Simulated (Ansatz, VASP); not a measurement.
## Ni (Ni slab): VASP beside Ansatz

One calculation is typed for both programs; each brings its own data sets and cutoff. How far apart do they land?

Calculated with Ansatz 0.2.0; plane waves, with VASP 6.6.1 beside it; single point at PBE with D3(BJ).

## Step 1: Set-up

The cell holds 4 atoms: 4 Ni. Its edges and angles: a = 2.463 Å, b = 2.463 Å, c = 26.152 Å, α = 90.0°, β = 90.0°, γ = 120.0°. It derives from Ni. Vacuum lies along c.

Structure file:

```cif
data_structure
_symmetry_space_group_name_H-M 'P 1'
_symmetry_Int_Tables_number 1
_cell_length_a 2.4632
_cell_length_b 2.4632
_cell_length_c 26.1521
_cell_angle_alpha 90.000
_cell_angle_beta 90.000
_cell_angle_gamma 120.000
_cell_volume 137.41
loop_
_atom_site_label
_atom_site_type_symbol
_atom_site_fract_x
_atom_site_fract_y
_atom_site_fract_z
_atom_site_occupancy
Ni1 Ni 0.00000 0.00000 0.30590 1
Ni2 Ni 0.33333 0.66667 0.38432 1
Ni3 Ni 0.66667 0.33333 0.46063 1
Ni4 Ni 0.00000 0.00000 0.53703 1
```

## Step 2: Ansatz: single point, PBE with D3(BJ)

Ansatz runs on its default PAW (the set named soft_2) files.

With cell and atoms fixed, the geometry can't cause a difference; cores, projectors, grids and the points listed under the comparison can.

The input, input.yaml:

```yaml
crystal:
  lattice:
    - [2.463175848, 0.0, 0.0]
    - [-1.231587924, 2.133172858, 0.0]
    - [0.0, 0.0, 26.152123303]
  atoms:
    - { symbol: Ni, position: [0.0, 0.0, 0.305902504], spin: 1.0 }
    - { symbol: Ni, position: [0.333333333, 0.666666667, 0.384317084], spin: 1.0 }
    - { symbol: Ni, position: [0.666666667, 0.333333333, 0.4606313366], spin: 1.0 }
    - { symbol: Ni, position: [0.0, 0.0, 0.5370322371], spin: 1.0 }
hamiltonian:
  xc: pbe
  pseudopotentials: { kind: paw }
  dispersion: d3bj
magnetization:
  spin_polarized: true
kpoints:
  mp_grid: { grid: [15, 15, 1] }
scf:
  occupations: { method: methfessel_paxton, width: 0.1 }
  n_extra_bands: 9
efield:
  axis: 3
  dipole_correction: true
  ramp_width: 0.04
output:
  forces: true
  eigenvalues: true
```

The run is started by

```sh
$ ansatz run input.yaml --threads 4 --pin off --max-ram 9216MiB --backend cpu --events-out ev --progress --plain --runs-dir out
```

Numbers of over 12 decimals in the logs are rounded to 6 here.

Log:

```text
Warning: the band count 45 (scf.n_extra_bands) hosts the net moment |M| = 4.0000 μB (N_el = 72) but caps the reachable moment at 2·n_bands − N_el = 18.0000 μB, below the 46 bands that the automatic rule leaves for it — a moment growing past the seed, or the majority channel's smearing tail, pins there with fewer empty majority states than that count leaves; raise or omit scf.n_extra_bands unless the cap is intended
scf.n_extra_bands = 9 over 36 filled bands (N_el = 72.0): the run solves 45 bands
Engine: ansatz 0.2.0, aarch64-unknown-linux-gnu
Pseudopotentials: kind: paw
Pseudopotential: Ni, paw, valence charge 18, recommended cutoff 420 eV (normal), Ni.paw.azcp
Functional definition: PBE
  parameter kappa = 0.804
  parameter beta = 0.066725
  exchange = pbe_x(kappa = kappa, mu = beta*pi^2/3)
  correlation = pbe_c(beta = beta)
Crystal: 4 atoms, lattice volume = 137.413 Å³
Basis set: ecut = 420 eV, 2601 PW (Γ), exchange–correlation on 36×36×360 points (8 copies of the dense FFT grid, shifted against one another)
Bands: 45, of which v1, the nominal top of the filled ones, is band 36 counted from 1 (35 counted from 0)
Symmetry: 6 space group operations
k-points: 27 of 225 (time reversal used)
Non-local potential: Ni, projectors of the file, l = 0: 3, l = 1: 2, l = 2: 3, l = 3: 1
PAW form: soft (Blöchl's): semilocal exchange-correlation on the pseudo side does not see the compensation charge
PAW one-centre angular grid: Ni, 590 points (default); XC on 64 Gauss nodes
Initial density: superposition of atomic densities (neutral atoms: chi_scale 0, normalization atom)
Starting moments: Σ|m| = 4 μB on 4 of 4 sites
Initial wavefunctions: pseudopotential atomic-orbital guess
Functional: x = pbe(κ = 0.804, μ = 0.219515), c = pbe(β = 0.066725)
SCF iter   1: F=—  HF=-23355.354676 eV  |F-HF|=—  |Δ(HF+E_count)|=         —  Δρ=2.33e-2 (↑1.32e-2 ↓2.33e-2)  dr2=2.70e0  dr2_m=6.34e-2  M=3.517 μB ∫|m|=3.762 μB  β_m=1.00  ethr=3.10e-3  p=0.000 e·Å  D=2.93e-7 V/Å  ΔV_dip=-0.00 eV  dr2_dipole=2.89e-4  V_vac-E_F(+/−)=7.17/7.17 eV  ⟨swp⟩=11.7  Hψ=13041  notcnv=0  defer=17
Mixer restart at iter 1: flushing history
efield: sawtooth ramp at fractional position 0.9015 (placed from the atoms, in the widest stretch of the axis that holds none; the zero of the levels goes with the place), width 0.0400; the density the first Hamiltonian is built on has a dipole p = 0.000 e·Å; the dipole correction subtracts the counter field D = 2.93e-7 V/Å, which shifts the + side's vacuum level by -0.00 eV against the − side's; the planar-averaged density in the ramp window peaks in size at 7.4e-6 e/Å³
preconditioner: auto → LDOS  [metal: Δε(μ)=0.003 eV  Ē_g=7.395 eV  σ=0.100 eV  W_gap=0.02  n_scr=20 (ndim 8)  ℏωp=20.0 eV  f_vac=0.634  D(μ)=7.35/eV (n_scr^D=78)]
spin=Collinear: LDOS preconditioning applied to the charge; magnetization (m = ρ↑ − ρ↓) channel mixes plain (no charge-response kernel on spin).
SCF iter   2: F=—  HF=-23355.824967 eV  |F-HF|=—  |Δ(HF+E_count)|=   4.70e-1  Δρ=1.41e-2 (↑6.76e-3 ↓1.41e-2)  dr2=4.63e-1  dr2_m=3.21e-2  M=3.153 μB ∫|m|=3.572 μB  β_m=0.31  ethr=3.10e-3  p=0.000 e·Å  D=5.98e-4 V/Å  ΔV_dip=-0.02 eV  dr2_dipole=1.37e-4  V_vac-E_F(+/−)=6.44/6.45 eV  ⟨swp⟩=2.3  Hψ=4125  notcnv=0  defer=140
density mixer auto → msr1: a metal under ldos (density of states about μ 3.44 of a free-electron gas's, 20 screened modes)
SCF iter   3: F=—  HF=-23357.102980 eV  |F-HF|=—  |Δ(HF+E_count)|=    1.28e0  Δρ=1.09e-2 (↑4.12e-3 ↓1.09e-2)  dr2=1.51e-1  dr2_m=4.23e-2  M=3.060 μB ∫|m|=3.480 μB  β_m=0.58  ethr=6.42e-4  p=0.001 e·Å  D=8.35e-4 V/Å  ΔV_dip=-0.02 eV  dr2_dipole=1.68e-4  V_vac-E_F(+/−)=6.02/6.04 eV  ⟨swp⟩=2.7  Hψ=3855  notcnv=0  defer=141
SCF iter   4: F=—  HF=-23358.723783 eV  |F-HF|=—  |Δ(HF+E_count)|=    1.62e0  Δρ=1.19e-2 (↑3.11e-3 ↓1.19e-2)  dr2=1.71e-1  dr2_m=3.13e-2  M=2.854 μB ∫|m|=3.277 μB  β_m=0.42  ethr=2.09e-4  p=0.000 e·Å  D=3.36e-4 V/Å  ΔV_dip=-0.01 eV  dr2_dipole=6.37e-7  V_vac-E_F(+/−)=5.43/5.44 eV  ⟨swp⟩=3.6  Hψ=5157  notcnv=0  defer=139
SCF iter   5: F=—  HF=-23358.962693 eV  |F-HF|=—  |Δ(HF+E_count)|=   2.39e-1  Δρ=2.66e-3 (↑2.17e-3 ↓2.66e-3)  dr2=1.47e-2  dr2_m=3.52e-3  M=2.838 μB ∫|m|=3.223 μB  β_m=0.60  ethr=2.09e-4  p=0.001 e·Å  D=1.17e-3 V/Å  ΔV_dip=-0.03 eV  dr2_dipole=7.99e-5  V_vac-E_F(+/−)=5.26/5.29 eV  ⟨swp⟩=2.4  Hψ=4188  notcnv=0  defer=143
SCF iter   6: F=—  HF=-23359.008425 eV  |F-HF|=—  |Δ(HF+E_count)|=   4.57e-2  Δρ=1.76e-3 (↑8.78e-4 ↓1.76e-3)  dr2=5.21e-3  dr2_m=8.02e-4  M=2.769 μB ∫|m|=3.156 μB  β_m=0.58  ethr=2.04e-5  p=0.000 e·Å  D=3.11e-4 V/Å  ΔV_dip=-0.01 eV  dr2_dipole=4.20e-6  V_vac-E_F(+/−)=5.15/5.16 eV  ⟨swp⟩=2.2  Hψ=4330  notcnv=0  defer=148
SCF iter   7: F=—  HF=-23359.006813 eV  |F-HF|=—  |Δ(HF+E_count)|=   1.61e-3  Δρ=6.65e-4 (↑5.06e-4 ↓6.65e-4)  dr2=4.97e-4  dr2_m=2.47e-4  M=2.771 μB ∫|m|=3.165 μB  β_m=0.63  ethr=7.23e-6  p=0.000 e·Å  D=6.56e-4 V/Å  ΔV_dip=-0.02 eV  dr2_dipole=1.86e-7  V_vac-E_F(+/−)=5.10/5.12 eV  ⟨swp⟩=2.0  Hψ=3562  notcnv=0  defer=148
[...]
SCF iter  15: F=—  HF=-23358.989127 eV  |F-HF|=—  |Δ(HF+E_count)|=   1.89e-5  S|Δr|=    0.00e0  Δρ=2.68e-4 (↑1.27e-4 ↓2.68e-4)  dr2=1.36e-4  dr2_m=8.55e-6  M=2.814 μB ∫|m|=3.218 μB  β_m=0.61  ethr=1.62e-7  p=0.001 e·Å  D=9.28e-4 V/Å  ΔV_dip=-0.02 eV  dr2_dipole=6.82e-9  V_vac-E_F(+/−)=5.10/5.12 eV  ⟨swp⟩=2.5  Hψ=4169  notcnv=0  defer=147
SCF iter  16: F=—  HF=-23358.989109 eV  |F-HF|=—  |Δ(HF+E_count)|=   1.83e-5  S|Δr|=    0.00e0  Δρ=4.27e-5 (↑1.59e-5 ↓4.27e-5)  dr2=2.93e-6  dr2_m=3.83e-7  M=2.814 μB ∫|m|=3.218 μB  β_m=0.60  ethr=1.62e-7  p=0.001 e·Å  D=6.96e-4 V/Å  ΔV_dip=-0.02 eV  dr2_dipole=6.98e-9  V_vac-E_F(+/−)=5.10/5.12 eV  ⟨swp⟩=2.0  Hψ=3329  notcnv=0  defer=147
SCF iter  17: F=—  HF=-23358.989108 eV  |F-HF|=—  |Δ(HF+E_count)|=   3.63e-7  S|Δr|=    0.00e0  Δρ=3.08e-5 (↑1.26e-5 ↓3.08e-5)  dr2=1.92e-6  dr2_m=1.66e-7  M=2.814 μB ∫|m|=3.218 μB  β_m=0.56  ethr=4.07e-9  p=0.001 e·Å  D=6.58e-4 V/Å  ΔV_dip=-0.02 eV  dr2_dipole=1.79e-7  V_vac-E_F(+/−)=5.10/5.12 eV  ⟨swp⟩=3.4  Hψ=5307  notcnv=0  defer=147
SCF iter  18: F=—  HF=-23358.989108 eV  |F-HF|=—  |Δ(HF+E_count)|=   4.47e-8  S|Δr|=    0.00e0  Δρ=1.23e-5 (↑5.11e-6 ↓1.23e-5)  dr2=2.02e-7  dr2_m=4.79e-8  M=2.814 μB ∫|m|=3.218 μB  β_m=0.78  ethr=2.67e-9  p=0.000 e·Å  D=6.57e-4 V/Å  ΔV_dip=-0.02 eV  dr2_dipole=1.78e-8  V_vac-E_F(+/−)=5.10/5.12 eV  ⟨swp⟩=1.3  Hψ=2415  notcnv=0  defer=147
SCF iter  19: F=—  HF=-23358.989108 eV  |F-HF|=—  |Δ(HF+E_count)|=   2.08e-7  S|Δr|=    0.00e0  Δρ=8.91e-6 (↑5.89e-6 ↓8.91e-6)  dr2=2.14e-7  dr2_m=1.58e-8  M=2.814 μB ∫|m|=3.218 μB  β_m=0.73  ethr=1.39e-10  p=0.000 e·Å  D=6.56e-4 V/Å  ΔV_dip=-0.02 eV  dr2_dipole=2.07e-8  V_vac-E_F(+/−)=5.10/5.12 eV  ⟨swp⟩=14.4  Hψ=13226  notcnv=0
SCF iter  20: F=—  HF=-23358.989108 eV  |F-HF|=—  |Δ(HF+E_count)|=   1.42e-8  S|Δr|=    0.00e0  Δρ=1.53e-5 (↑4.58e-6 ↓1.53e-5)  dr2=8.01e-7  dr2_m=4.07e-8  M=2.814 μB ∫|m|=3.218 μB  β_m=0.65  ethr=2.81e-10  p=0.000 e·Å  D=6.46e-4 V/Å  ΔV_dip=-0.02 eV  dr2_dipole=1.48e-7  V_vac-E_F(+/−)=5.10/5.12 eV  ⟨swp⟩=2.0  Hψ=3294  notcnv=0  recentre
SCF iter  21: F=—  HF=-23358.989108 eV  |F-HF|=—  |Δ(HF+E_count)|=   1.90e-9  S|Δr|=    0.00e0  Δρ=1.24e-5 (↑3.89e-6 ↓1.24e-5)  dr2=5.65e-7  dr2_m=2.68e-8  M=2.814 μB ∫|m|=3.218 μB  β_m=0.60  ethr=2.81e-10  p=0.000 e·Å  D=6.48e-4 V/Å  ΔV_dip=-0.02 eV  dr2_dipole=1.13e-7  V_vac-E_F(+/−)=5.10/5.12 eV  ⟨swp⟩=1.0  Hψ=2275  notcnv=0
SCF iter  22: F=—  HF=-23358.989108 eV  |F-HF|=—  |Δ(HF+E_count)|=   2.71e-8  S|Δr|=    0.00e0  Δρ=7.67e-6 (↑3.84e-6 ↓7.67e-6)  dr2=2.81e-7  dr2_m=5.37e-9  M=2.814 μB ∫|m|=3.219 μB  β_m=0.45  ethr=2.81e-10  p=0.000 e·Å  D=6.45e-4 V/Å  ΔV_dip=-0.02 eV  dr2_dipole=5.05e-8  V_vac-E_F(+/−)=5.10/5.12 eV  ⟨swp⟩=1.0  Hψ=2275  notcnv=0
SCF iter  23: F=-23358.989108 eV  HF=-23358.989108 eV  |F-HF|=5.65e-9  |Δ(HF+E_count)|=   7.01e-9  S|Δr|=    0.00e0  Δρ=1.75e-6 (↑1.59e-6 ↓1.75e-6)  dr2=1.48e-8  dr2_m=1.34e-9  M=2.814 μB ∫|m|=3.219 μB  ethr=1.39e-10  p=0.000 e·Å  D=6.50e-4 V/Å  ΔV_dip=-0.02 eV  dr2_dipole=2.96e-9  V_vac-E_F(+/−)=5.10/5.12 eV  ⟨swp⟩=5.4  Hψ=9064  notcnv=0
SCF 1 converged in 23 iterations: F = -23358.989108 eV  dr2 = 1.48e-8
  greatest PAW one-centre occupation: 1.001 electrons in one spin orbital (limit 2), on the Ni atom at site 3 (counted from 0), in its partial waves of l = 1
this state was not tested for a lower state beside it, because cold or Methfessel-Paxton smearing, or corrected tetrahedra, fill the levels in a way that the test cannot read (fill_not_monotonic; see scf.lower_state_search)
SCF converged after 23 iterations
Magnetization: 2.8141 μB (37.4070 up, 34.5930 down)
Absolute magnetization: 3.2218 μB (∫|ρ↑−ρ↓|, with the PAW one-centre terms)
Spin contamination: 0.0415 ħ² per cell (⟨S²⟩ above its minimum at these occupations)
Per-site moments (μB) at R_I (Å): [(0.746299, 1.016060), (0.747472, 1.010882), (0.745731, 1.010882), (0.742265, 1.011643)]
Free energy (F): -23358.989108 eV
Harris-Foulkes:  -23358.989108 eV  (|F-HF|=5.65e-9)
Internal energy: -23358.987102 eV  (E = F + TS)
E sigma→0 (E₀):  -23358.988607 eV
Entropy (-TS):   -0.002006 eV (-0.502 meV/atom)
Fermi energy:    2.317445 eV
Step filling:    the computed levels leave a gap of 0.0005 eV = 0.0 smearing widths at the electron count; against every level under it full and every level over it empty, smearing changes F+E_penalty+E_count by -0.126 meV and its σ→0 estimate by +0.375 meV
Dipole field:    D = 0.000561 V/Å  (p = 0.000426 e·Å, saw-weighted, corrected)
Work function:   Φ+ = 5.1007 eV   Φ− = 5.1154 eV
Levels:          The Fermi level and band energies are counted from a zero that moves with the ramp; work functions are not
--- Per-component energies (eV) ---
  E_band       = -2273.804551
  E_kinetic    = 1127.586928
  E_local      = -203972.177196  (includes V_loc(G=0)·N_el)
  E_nonlocal   = 2545.590670
  E_hartree    = 100282.518733
  E_xc         = -337.338102
  E_vxc        = -434.792997  (∫ρ·V_xc dr)
  E_paw        = -6521.252836  (= ΣΔE_a)
  E_vpaw       = -2105.043561  (= ΣTr[D̂ρ^β])
  E_aug_tail   = 0.002136  (compensation charges beyond the density's cutoff)
  E_efield     = 0.000000  (sawtooth field / dipole correction)
  E_vefield    = -0.000532  (∫n·V_field dr)
  E_ewald      = 83517.478115
  E_disp       = -1.395551  (pairwise vdW)
  E_smearing   = -0.002006  (= −TS)
  E_closure    = 0.000000  (closes the sum)
  Σ components = -23358.989108   (vs F -23358.989108, Δ=0.00e0)
--- Forces (eV/Å), atoms counted from 1 ---
  atom   1  Ni     0.00000000     0.00000000     0.24762268
  atom   2  Ni    -0.00000000    -0.00000000    -0.28519735
  atom   3  Ni     0.00000000    -0.00000000     0.00378038
  atom   4  Ni     0.00000000    -0.00000000     0.03381671
  max |Σ_I F_I| component: 2.24e-5 eV/Å
--- Band table (eV; the first three rows and the last of 54) ---
  k-point 0 ↑: bands = [... 32 lower, 0.9405, 1.1242, 1.1242, 1.5240, 1.5240, 1.5663, 1.6621, 1.6621, ... 5 higher]
  k-point 1 ↑: bands = [... 32 lower, 0.9019, 1.0643, 1.1358, 1.2363, 1.3025, 1.5205, 1.6633, 2.1205, ... 5 higher]
  k-point 2 ↑: bands = [... 32 lower, 0.7569, 0.8427, 0.9539, 1.1454, 1.4948, 1.5113, 1.6663, 2.7870, ... 5 higher]
  k-point 26 ↓: bands = [... 32 lower, 2.2715, 2.3838, 2.3841, 2.4286, 7.4753, 7.7279, 7.7539, 8.5416, ... 5 higher]
```

Wall time 21 s (4 threads of Arm Neoverse V1, shared host); peak memory 0.57 GiB.

In the SCF lines HF is the Harris–Foulkes energy and dr2 the Hartree energy of the density residual, in eV; the loop may stop once dr2 is under the threshold and the program's other checks hold. Hψ counts applications of the Hamiltonian.

(Part 1 of 2 ends here.)

[Lines on the potential files, build, host, timing and source positions are cut from VASP's logs without a mark.]

[Logs are printed without paths, hosts, clocks, repeated set-up lines and the standing remarks that a program may print on its own settings, such as how far it seeks lower states.]

[Hosts, paths, dates, database ids (printed as entryN), source tags and the programs' standing remarks are cut or masked in the printed files.]
